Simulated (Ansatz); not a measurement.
# CoSi: the cost of one run

Computed with Ansatz 0.2.0 (DFT PBE, scalar-relativistic, plane waves, PAW, unless a step's input says otherwise).

The COD entry's cell or inner coordinates are ideal or old and differ from later refinements, so a difference from it is no clean test against experiment.

3 further runs of the same task are left out: 1 that didn't finish, 2 set aside as unsound or not needed. Runs told in other sessions of the task aren't counted.

## 1. Starting point

The structure is cubic, space group P2_13 (No. 198). The conventional cell has a = 4.431 Å, b = 4.431 Å, c = 4.431 Å, α = 90.00°, β = 90.00°, γ = 90.00°. Co (site symmetry 3) is surrounded by 7 Si at 2.32 to 2.43 Å. Around Si (site symmetry 3) lie 7 Co at 2.32 to 2.43 Å.

Coordinates:

```cif
data_structure
_symmetry_space_group_name_H-M 'P2_13'
_symmetry_Int_Tables_number 198
_cell_length_a 4.4308
_cell_length_b 4.4308
_cell_length_c 4.4308
_cell_angle_alpha 90.000
_cell_angle_beta 90.000
_cell_angle_gamma 90.000
_cell_volume 86.99
loop_
_atom_site_label
_atom_site_type_symbol
_atom_site_symmetry_multiplicity
_atom_site_Wyckoff_symbol
_atom_site_fract_x
_atom_site_fract_y
_atom_site_fract_z
_atom_site_occupancy
Co1 Co 4 a 0.14502 0.14502 0.14502 1
Si1 Si 4 a 0.84316 0.84316 0.84316 1
```

It is the result of an earlier relaxation at this level (volume 10.87 Å³/atom; gap on the mesh: none (metal)).

## 2. Zero of energy

Reference values: F = -23052.6980 eV; pressure -0.01 GPa; largest force 0.002 eV/Å; gap on the mesh none (metal). It was computed beforehand with the settings of the runs below.

## 3. Zone-centre phonons by finite displacements

File input.yaml:

```yaml
crystal:
  lattice:
    - [4.4308490675, 0.0, 0.0]
    - [0.0, 4.4308490675, 0.0]
    - [0.0, 0.0, 4.4308490675]
  atoms:
    - { symbol: Co, position: [0.1450189122, 0.1450189122, 0.1450189122] }
    - { symbol: Co, position: [0.3549810878, 0.8549810878, 0.6450189122] }
    - { symbol: Co, position: [0.6450189122, 0.3549810878, 0.8549810878] }
    - { symbol: Co, position: [0.8549810878, 0.6450189122, 0.3549810878] }
    - { symbol: Si, position: [0.8431597104, 0.8431597104, 0.8431597104] }
    - { symbol: Si, position: [0.6568402896, 0.1568402896, 0.3431597104] }
    - { symbol: Si, position: [0.3431597104, 0.6568402896, 0.1568402896] }
    - { symbol: Si, position: [0.1568402896, 0.3431597104, 0.6568402896] }
basis:
  ecutwfc: 420
kpoints:
  mp_grid: { grid: [10, 10, 10] }
hamiltonian:
  xc: pbe
scf:
  occupations: { method: gaussian, width: 0.15 }
output:
  eigenvalues: true
phonons:
  method: fd
  supercell: [1, 1, 1]
  amplitude: 0.02
  eigenvectors: true
  dielectric: false
```

On the command line:

```sh
> ansatz run input.yaml --threads 2 --pin off --max-ram 5120MiB --backend cpu --events-out ev --progress --plain --runs-dir out
```

What time and memory should one allow on 2 threads of Intel Xeon at 2.70GHz, shared host?

About 6.3 min, with a peak of 1.7 GiB.
